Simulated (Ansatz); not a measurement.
A self-consistent single point of ZnTe (R3m, 2 atoms in the cell) with Ansatz (an electronic-structure program)

Method: PBE (plane waves, PAW; Ansatz).

This input was run:

Ansatz 0.2 input:
```yaml
# ZnTe
crystal:
  lattice:
    - [0.00000000, 3.04085000, 3.04085000]
    - [3.04085000, 0.00000000, 3.04085000]
    - [3.04085000, 3.04085000, 0.00000000]
  atoms:
    - { symbol: Zn, position: [0.00474700, 0.00474700, 0.00474700] }
    - { symbol: Te, position: [0.25000000, 0.25000000, 0.25000000] }
basis:
  ecutwfc: 420.0
kpoints:
  mp_grid: { grid: [7, 7, 7] }
hamiltonian:
  xc: pbe
  pseudopotentials: { kind: paw }
scf:
  occupations: { method: fermi_dirac, width: 0.05 }
output:
  forces: true
  eigenvalues: true
  stress: true
```

Log, with long lists cut:

```
WARN ansatz: RAYON_NUM_THREADS=1 ignored (pool sized by the plan → 1); use --threads N
Pseudopotentials: kind: paw
Pseudopotential: Zn, paw, valence charge 12
Pseudopotential: Te, paw, valence charge 16
Crystal: 2 atoms, lattice volume = 56.236 Å³
Basis set: ecut = 420 eV, 1067 PW (Γ), exchange–correlation on 60×60×60 points (8 copies of the dense FFT grid, shifted against one another)
Bands: 18, of which v1, the nominal top of the filled ones, is band 14 counted from 1 (13 counted from 0)
Symmetry: 6 space group operations
Space group: R3m (ITA 160), of the structure as read, at distance tolerance 3.8e-5 Å
k-points: 44 of 343 (time reversal used)
Initial density: superposition of atomic densities (neutral atoms: chi_scale 0, normalization atom), corrected by the library's trained network
Initial wavefunctions: pseudopotential atomic-orbital guess
Eigensolver: davidson
Functional: x = pbe(κ = 0.804, μ = 0.2195149727645171), c = pbe(β = 0.06672455060314922)
SCF iter   1: F=—  HF=-10299.897312 eV  |F-HF|=—  |Δ(HF+E_count)|=         —  Δρ=8.90e-4  dr2=7.15e-4  ethr=1.77e-3  ⟨swp⟩=5.9  Hψ=4374  notcnv=0
all-band conjugate gradients solve this SCF's bands
preconditioner: auto → none
SCF iter   2: F=—  HF=-10299.896614 eV  |F-HF|=—  |Δ(HF+E_count)|=   6.97e-4  Δρ=5.34e-4  dr2=1.32e-4  ethr=2.56e-6  ⟨swp⟩=2.0  Hψ=1760  notcnv=0
SCF iter   3: F=—  HF=-10299.896646 eV  |F-HF|=—  |Δ(HF+E_count)|=   3.20e-5  Δρ=3.26e-4  dr2=3.40e-5  ethr=4.70e-7  ⟨swp⟩=2.0  Hψ=1188  notcnv=0
SCF iter   4: F=—  HF=-10299.896638 eV  |F-HF|=—  |Δ(HF+E_count)|=   8.69e-6  Δρ=7.49e-5  dr2=2.79e-6  ethr=1.22e-7  ⟨swp⟩=2.0  Hψ=1143  notcnv=0
SCF iter   5: F=—  HF=-10299.896640 eV  |F-HF|=—  |Δ(HF+E_count)|=   2.34e-6  Δρ=3.38e-5  dr2=5.76e-7  ethr=9.95e-9  ⟨swp⟩=2.0  Hψ=1408  notcnv=0
SCF iter   6: F=—  HF=-10299.896641 eV  |F-HF|=—  |Δ(HF+E_count)|=   7.60e-7  Δρ=1.53e-5  dr2=1.18e-7  ethr=2.06e-9  ⟨swp⟩=2.0  Hψ=1176  notcnv=0
SCF iter   7: F=-10299.896641 eV  HF=-10299.896641 eV  |F-HF|=9.26e-10  |Δ(HF+E_count)|=   1.71e-7  Δρ=4.44e-6  dr2=1.11e-8  ethr=3.57e-10  ⟨swp⟩=6.0  Hψ=3363  notcnv=0
SCF 1 converged in 7 iterations: F = -10299.896641 eV  dr2 = 1.11e-8
SCF converged after 7 iterations
Free energy (F): -10299.896641 eV
Harris-Foulkes:  -10299.896641 eV  (|F-HF|=9.26e-10)
Internal energy: -10299.896641 eV  (E = F + TS)
E sigma→0 (E₀):  -10299.896641 eV
Entropy (-TS):   -0.000000 eV (-0.000 meV/atom)
Fermi energy:    7.823453 eV
--- Per-component energies (eV) ---
  E_band       = -267.668174
  E_kinetic    = 311.952837
  E_local      = -3306.185102  (includes V_loc(G=0)·N_el)
  E_nonlocal   = 303.362609
  E_hartree    = 1678.066323
  E_xc         = -261.503227
  E_vxc        = -156.133429  (∫ρ·V_xc dr)
  E_paw        = -6490.186889  (= ΣΔE_a)
  E_vpaw       = -776.801769  (= ΣTr[D̂ρ^β])
  E_aug_tail   = -0.000560  (compensation charges beyond the density's cutoff)
  E_ewald      = -2535.402632
  E_smearing   = -0.000000  (= −TS)
  E_closure    = 0.000000  (closes the sum)
  Σ components = -10299.896641   (vs F -10299.896641, Δ=0.00e0)
--- Forces (eV/Å), atoms counted from 1 ---
  atom   1  Zn    -0.16825109    -0.16825109    -0.16825109
  atom   2  Te     0.16825334     0.16825334     0.16825334
  max |Σ_I F_I| component: 2.26e-6 eV/Å
--- Stress (GPa, compression-positive) ---
        2.371931       0.516722       0.516722
        0.516722       2.371931       0.516722
        0.516722       0.516722       2.371931
  P = ⅓ Tr σ = 2.3719 GPa (23.719 kbar)
  The stress holds the Pulay correction. Without it, at fixed plane waves, as pw.x and ABINIT print it: P = 2.3215 GPa
--- Band table (eV; the first three rows and the last of 44) ---
  k-point 0: bands = ["-29.1130", "-29.1049", "-29.1049", "-29.0944", "-29.0944", "-4.7191", "0.1760", "0.2084", "0.2084", "0.4371", "0.4371", "7.0519", "7.1730", "7.1730", "8.4331", "11.5080", "11.5080", "11.6003"]
  k-point 1: bands = ["-29.1128", "-29.1048", "-29.1048", "-29.0944", "-29.0942", "-4.5801", "0.1892", "0.2192", "0.2231", "0.4355", "0.4364", "5.5386", "6.8517", "6.9675", "9.2886", "11.8056", "11.8176", "11.9469"]
  k-point 2: bands = ["-29.1125", "-29.1048", "-29.1045", "-29.0943", "-29.0938", "-4.2297", "0.2191", "0.2397", "0.3033", "0.4355", "0.4391", "3.5745", "6.4523", "6.5880", "9.1798", "12.1303", "12.3373", "13.5829"]
  k-point 43: bands = ["-29.1126", "-29.1036", "-29.1034", "-29.0946", "-29.0944", "-3.7505", "0.2776", "0.2889", "0.4266", "0.4368", "0.5894", "1.9623", "5.2268", "6.0271", "9.9193", "11.9527", "12.7905", "15.0835"]
```

The run converged in 7 iterations.

The starting cell has typed, rounded lattice constants, without a prior relaxation at this level. Its lattice was rescaled by up to half a per cent. One atom was moved a little off its site on purpose. Spin-orbit coupling is off. Ansatz's pressure includes its estimate of the finite-basis (Pulay) stress.
